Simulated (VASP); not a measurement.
Input of a VASP 6.6.1 run:

Contents of INCAR:

```
PREC = Accurate ; ENCUT = 600
EDIFF = 1E-7 ; ISMEAR = 0
SIGMA = 0.03 ; LREAL = F
LASPH = T ; NELM = 80
ALGO = Normal ; ISIF = 2
LWAVE = F ; LCHARG = F
METAGGA = R2SCAN ; LMIXTAU = T
IBRION = 2 ; NSW = 40
EDIFFG = -0.01
```

File KPOINTS:

```
regular mesh
0
Gamma
  10 10 10
```

The input POSCAR:

```
SrO                                     
1.0
    0.0000000000      2.5312571971      2.5312571971
    2.5312571971      0.0000000000      2.5312571971
    2.5312571971      2.5312571971      0.0000000000
  Sr              O             
     1     1
Direct
     0.5000000000000000    0.5000000000000000    0.5000000000000000
     0.0000000000000000    0.0000000000000000    0.0000000000000000
```

Potentials or basis: VASP PAW PBE potentials, release 64 (Sr_sv, O).

Command:

```bash
$ cat potpaw_PBE.64/Sr_sv/POTCAR potpaw_PBE.64/O/POTCAR > POTCAR
$ mpirun -np 1 vasp_std > vasp.out
```

Problem. What does it give for the band gap on the k mesh?

Solution. 3.71 eV, indirect (least direct gap 3.76 eV).

Final structure:
```cif
data_structure
_symmetry_space_group_name_H-M 'P 1'
_symmetry_Int_Tables_number 1
_cell_length_a 3.5797
_cell_length_b 3.5797
_cell_length_c 3.5797
_cell_angle_alpha 60.000
_cell_angle_beta 60.000
_cell_angle_gamma 60.000
_cell_volume 32.44
loop_
_atom_site_label
_atom_site_type_symbol
_atom_site_fract_x
_atom_site_fract_y
_atom_site_fract_z
_atom_site_occupancy
Sr1 Sr 0.50000 0.50000 0.50000 1
O1 O 0.00000 0.00000 0.00000 1
```

Caveat: the relaxation stopped at its first step, so nothing moved. A k mesh can miss the band edges.
